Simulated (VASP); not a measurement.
# AlCu3 (Pm-3m) in VASP: reference runs, part 2 of 3

VASP 6.6.1. The steps go on from the part before.

**3. Equation of state, PBEsol, 11.31 Å³/atom (volume scaled by 0.94)**

Contents of INCAR:

```
  PREC = Accurate
  ENCUT = 520
  EDIFF = 1E-7
  ISMEAR = -1
  SIGMA = 0.05
  LREAL = F
  LASPH = T
  NELM = 100
  ALGO = Normal
  ISIF = 2
  LWAVE = F
  LCHARG = F
  GGA = PS
  NBANDS = 26
```

Contents of KPOINTS:

```
Automatic mesh
0
Gamma
  7 7 7
```

Contents of POSCAR:

```
AlCu3
1.0
    3.5631236581      0.0000000000      0.0000000000
    0.0000000000      3.5631236581      0.0000000000
    0.0000000000      0.0000000000      3.5631236581
Cu Al
3 1
Direct
    0.0000000000      0.5000000000      0.5000000000
    0.5000000000      0.0000000000      0.5000000000
    0.5000000000      0.5000000000      0.0000000000
    0.0000000000      0.0000000000      0.0000000000
```

Potentials or basis: VASP PAW PBE potentials, release 64 (Cu, Al).

Started as:

```console
$ cat potpaw_PBE.64/Cu/POTCAR potpaw_PBE.64/Al/POTCAR > POTCAR
$ mpirun -np 1 vasp_std > vasp.out
```

OUTCAR:

```text
PREC = Accurate
   ENCUT = 520
   EDIFF = 1E-7
   ISMEAR = -1
   LREAL = F
   LASPH = T
   NELM = 100
   ISIF = 2
   GGA = PS

 Found     20 irreducible k-points:

 Following reciprocal coordinates:
            Coordinates               Weight
  0.000000  0.000000  0.000000      1.000000
  0.142857  0.000000  0.000000      6.000000
  0.285714  0.000000  0.000000      6.000000
  0.428571  0.000000  0.000000      6.000000
  0.142857  0.142857  0.000000     12.000000
  0.285714  0.142857  0.000000     24.000000
   k-points           NKPTS =     20   k-points in BZ     NKDIM =     20   number of bands    NBANDS=     26
   number of dos      NEDOS =    301   number of ions     NIONS =      4
   total plane-waves  NPLWV =  21952
   dimension x,y,z NGX =    28 NGY =   28 NGZ =   28
   dimension x,y,z NGXF=    56 NGYF=   56 NGZF=   56
   ions per type =               3   1
   NGX,Y,Z   is equivalent  to a cutoff of  13.06, 13.06, 13.06 a.u.
   NGXF,Y,Z  is equivalent  to a cutoff of  26.13, 26.13, 26.13 a.u.
 SYSTEM =  unknown system
   PREC   = accura    normal or accurate (medium, high low for compatibility)
   ISTART =      0    job   : 0-new  1-cont  2-samecut
   ICHARG =      2    charge: 1-file 2-atom 10-const
[... 55 lines left out ...]
 E-fermi :   9.4543     XC(G=0): -12.8106

 val. band max:        9.0741538152   @ k =   0.4286   0.2857   0.2857
 cond. band min:       9.5307825449   @ k =   0.2857   0.1429   0.0000
 fundamental gap:      0.4566287297
 Fermi energy:         9.4542701388

 k-point     1 :       0.0000    0.0000    0.0000
  band No.  band energies     occupation
      1      -1.8020      2.00000
      2       3.5809      2.00000
      3       4.1945      2.00000
      4       4.1945      2.00000
      5       4.4895      2.00000
      6       4.4895      2.00000
[... 163 lines left out ...]
     25      19.6116      0.00000
     26      19.9016      0.00000

 [... further k-points ...]

------------------------ aborting loop because EDIFF is reached ----------------------------------------

  FORCE on cell =-STRESS in cart. coord.  units (eV):
  Direction    XX          YY          ZZ          XY          YZ          ZX
  --------------------------------------------------------------------------------------
  -------------------------------------------------------------------------------------
  Total        2.9495128      2.9495128      2.9495128      0.0000000      0.0000000      0.0000000
  in kB      104.4643673    104.4643673    104.4643673      0.0000000      0.0000000      0.0000000
  external PRESSURE =     104.4643673 kB  Pullay stress =       0.0000000 kB

 VOLUME and BASIS-vectors are now :
 -----------------------------------------------------------------------------
  energy-cutoff  :      520.00
  volume of cell :       45.24
      direct lattice vectors                 reciprocal lattice vectors
     3.563123658  0.000000000  0.000000000     0.280652623  0.000000000  0.000000000
     0.000000000  3.563123658  0.000000000     0.000000000  0.280652623  0.000000000
     0.000000000  0.000000000  3.563123658     0.000000000  0.000000000  0.280652623

 POSITION                                       TOTAL-FORCE (eV/Angst)
 -----------------------------------------------------------------------------------
      0.00000      1.78156      1.78156         0.000000      0.000000      0.000000
      1.78156      0.00000      1.78156         0.000000      0.000000      0.000000
      1.78156      1.78156      0.00000         0.000000      0.000000      0.000000
      0.00000      0.00000      0.00000         0.000000      0.000000      0.000000
 -----------------------------------------------------------------------------------
    total drift:                                0.000000      0.000000      0.000000

  FREE ENERGIE OF THE ION-ELECTRON SYSTEM (eV)
  ---------------------------------------------------
  free  energy   TOTEN  =       -17.7271878642 eV

  energy  without entropy=      -17.7229645101  energy(sigma->0) =      -17.72507619
```

OSZICAR:

```text
N       E                     dE             d eps       ncg     rms          rms(c)
DAV:   1     0.253945315930E+03    0.25395E+03   -0.15433E+04  1064   0.222E+03
DAV:   2    -0.322045288773E+01   -0.25717E+03   -0.24571E+03  1042   0.361E+02
DAV:   3    -0.222904987746E+02   -0.19070E+02   -0.18265E+02  1148   0.137E+02
DAV:   4    -0.227094409412E+02   -0.41894E+00   -0.41764E+00  1594   0.231E+01
DAV:   5    -0.227155829840E+02   -0.61420E-02   -0.61414E-02  1614   0.223E+00    0.186E+01
DAV:   6    -0.210484226967E+02    0.16672E+01   -0.46016E+01  1230   0.171E+02    0.115E+01
DAV:   7    -0.177810309997E+02    0.32674E+01   -0.11186E+01  1252   0.789E+01    0.900E-01
DAV:   8    -0.177588400668E+02    0.22191E-01   -0.43512E-01  1510   0.101E+01    0.130E+00
DAV:   9    -0.177271645876E+02    0.31675E-01   -0.57708E-02  1286   0.563E+00    0.563E-02
DAV:  10    -0.177272296121E+02   -0.65024E-04   -0.31095E-03  1406   0.890E-01    0.555E-02
DAV:  11    -0.177271926901E+02    0.36922E-04   -0.40513E-04  1392   0.417E-01    0.230E-02
DAV:  12    -0.177271878311E+02    0.48591E-05   -0.41363E-05  1472   0.117E-01    0.113E-02
DAV:  13    -0.177271882996E+02   -0.46856E-06   -0.32452E-06  1688   0.221E-02    0.199E-03
DAV:  14    -0.177271878566E+02    0.44301E-06   -0.20879E-07  1044   0.690E-03    0.132E-03
DAV:  15    -0.177271878642E+02   -0.75834E-08   -0.60065E-08   610   0.455E-03
   1 F= -.17727188E+02 E0= -.17725076E+02  d E =-.422335E-02
```

stdout:

```text
POSCAR found type information on POSCAR CuAl
 POSCAR found :  2 types and       4 ions
 scaLAPACK will be used
 -----------------------------------------------------------------------------
|                                                                             |
|                                                                             |
|     You enforced a specific xc type in the INCAR file but a different       |
|     I HOPE YOU KNOW WHAT YOU ARE DOING!                                     |
|                                                                             |
 -----------------------------------------------------------------------------

 LDA part: xc-table for (Slater+PW92), standard interpolation
 POSCAR, INCAR and KPOINTS ok, starting setup
 FFT: planning ... GRIDC
 FFT: planning ... GRID_SOFT
 FFT: planning ... GRID
 WAVECAR not read
 entering main loop
```

Run time: 25 s. Hardware: 1 thread of Intel Xeon Platinum 8259CL at 2.50GHz (Skylake/Cascade Lake), shared host; peak memory 0.16 GiB.

Results:

| Property | Result |
| --- | --- |
| Free energy | -17.7272 eV |
| Pressure | 10.4 GPa |
| Band gap on the k mesh | none (metal or under the smearing width) |

Caveat: the PAW data sets were made with another functional, which shifts forces and pressure a little.

**4. Equation of state, PBEsol, 11.55 Å³/atom (volume scaled by 0.96)**

INCAR is that of step 3.

KPOINTS is that of step 3.

Contents of POSCAR:

```
AlCu3
1.0
    3.5882169050      0.0000000000      0.0000000000
    0.0000000000      3.5882169050      0.0000000000
    0.0000000000      0.0000000000      3.5882169050
Cu Al
3 1
Direct
    0.0000000000      0.5000000000      0.5000000000
    0.5000000000      0.0000000000      0.5000000000
    0.5000000000      0.5000000000      0.0000000000
    0.0000000000      0.0000000000      0.0000000000
```

Started as:

```console
$ cat potpaw_PBE.64/Cu/POTCAR potpaw_PBE.64/Al/POTCAR > POTCAR
$ mpirun -np 1 vasp_std > vasp.out
```

It took 22 s on 1 thread of Intel Xeon Platinum 8259CL at 2.50GHz (Skylake/Cascade Lake), shared host; peak memory 0.16 GiB.

Results (log left out):

```yaml
Free_energy: -17.7784 eV
Pressure: 6.5 GPa
Band_gap_on_the_k_mesh: none (metal or under the smearing width)
```

Caveat: the PAW data sets were made with another functional, which shifts forces and pressure a little.

**5. Equation of state, PBEsol, 11.79 Å³/atom (volume scaled by 0.98)**

INCAR is that of step 4.

KPOINTS is that of step 4.

Contents of POSCAR:

```
AlCu3
1.0
    3.6129640105      0.0000000000      0.0000000000
    0.0000000000      3.6129640105      0.0000000000
    0.0000000000      0.0000000000      3.6129640105
Cu Al
3 1
Direct
    0.0000000000      0.5000000000      0.5000000000
    0.5000000000      0.0000000000      0.5000000000
    0.5000000000      0.5000000000      0.0000000000
    0.0000000000      0.0000000000      0.0000000000
```

Started as:

```console
$ cat potpaw_PBE.64/Cu/POTCAR potpaw_PBE.64/Al/POTCAR > POTCAR
$ mpirun -np 1 vasp_std > vasp.out
```

Wall time 26 s (1 thread of Intel Xeon Platinum 8259CL at 2.50GHz (Skylake/Cascade Lake), shared host); peak memory 0.16 GiB.

It converged, with:

```yaml
Free_energy: -17.8072 eV
Pressure: 3.0 GPa
Band_gap_on_the_k_mesh: none (metal or under the smearing width)
```

Caveat: the PAW data sets were made with another functional, which shifts forces and pressure a little.

**6. Equation of state, PBEsol, 12.27 Å³/atom (volume scaled by 1.02)**

INCAR is that of step 5.

KPOINTS is that of step 5.

Contents of POSCAR:

```
AlCu3
1.0
    3.6614659592      0.0000000000      0.0000000000
    0.0000000000      3.6614659592      0.0000000000
    0.0000000000      0.0000000000      3.6614659592
Cu Al
3 1
Direct
    0.0000000000      0.5000000000      0.5000000000
    0.5000000000      0.0000000000      0.5000000000
    0.5000000000      0.5000000000      0.0000000000
    0.0000000000      0.0000000000      0.0000000000
```

Potentials or basis: VASP PAW PBE potentials, release 64 (Cu, Al).

Started as:

```console
$ cat potpaw_PBE.64/Cu/POTCAR potpaw_PBE.64/Al/POTCAR > POTCAR
$ mpirun -np 1 vasp_std > vasp.out
```

Run time: 28 s. Hardware: 1 thread of Intel Xeon Platinum 8259CL at 2.50GHz (Skylake/Cascade Lake), shared host; peak memory 0.16 GiB.

It converged, with:

| Property | Result |
| --- | --- |
| Free energy | -17.8065 eV |
| Pressure | -3.0 GPa |
| Band gap on the k mesh | none (metal or under the smearing width) |

Caveat: the PAW data sets were made with another functional, which shifts forces and pressure a little.

**7. Equation of state, PBEsol, 12.51 Å³/atom (volume scaled by 1.04)**

INCAR is that of step 6.

KPOINTS is that of step 6.

Contents of POSCAR:

```
AlCu3
1.0
    3.6852423784      0.0000000000      0.0000000000
    0.0000000000      3.6852423784      0.0000000000
    0.0000000000      0.0000000000      3.6852423784
Cu Al
3 1
Direct
    0.0000000000      0.5000000000      0.5000000000
    0.5000000000      0.0000000000      0.5000000000
    0.5000000000      0.5000000000      0.0000000000
    0.0000000000      0.0000000000      0.0000000000
```

Started as:

```console
$ cat potpaw_PBE.64/Cu/POTCAR potpaw_PBE.64/Al/POTCAR > POTCAR
$ mpirun -np 1 vasp_std > vasp.out
```

It took 32 s on 1 thread of Intel Xeon Platinum 8259CL at 2.50GHz (Skylake/Cascade Lake), shared host; peak memory 0.16 GiB.

Results (log left out):

- Free energy: -17.7810 eV
- Pressure: -5.6 GPa
- Band gap on the k mesh: none (metal or under the smearing width)

Caveat: the PAW data sets were made with another functional, which shifts forces and pressure a little.

**8. Equation of state, PBEsol, 12.75 Å³/atom (volume scaled by 1.06)**

INCAR is that of step 7.

KPOINTS is that of step 7.

Contents of POSCAR:

```
AlCu3
1.0
    3.7087158927      0.0000000000      0.0000000000
    0.0000000000      3.7087158927      0.0000000000
    0.0000000000      0.0000000000      3.7087158927
Cu Al
3 1
Direct
    0.0000000000      0.5000000000      0.5000000000
    0.5000000000      0.0000000000      0.5000000000
    0.5000000000      0.5000000000      0.0000000000
    0.0000000000      0.0000000000      0.0000000000
```

Started as:

```console
$ cat potpaw_PBE.64/Cu/POTCAR potpaw_PBE.64/Al/POTCAR > POTCAR
$ mpirun -np 1 vasp_std > vasp.out
```

It took 24 s on 1 thread of Intel Xeon Platinum 8259CL at 2.50GHz (Skylake/Cascade Lake), shared host; peak memory 0.16 GiB.

The run converged. Its results:

- Free energy: -17.7414 eV
- Pressure: -7.8 GPa
- Band gap on the k mesh: none (metal or under the smearing width)

Caveat: the PAW data sets were made with another functional, which shifts forces and pressure a little.

[end of part 2 of 3]
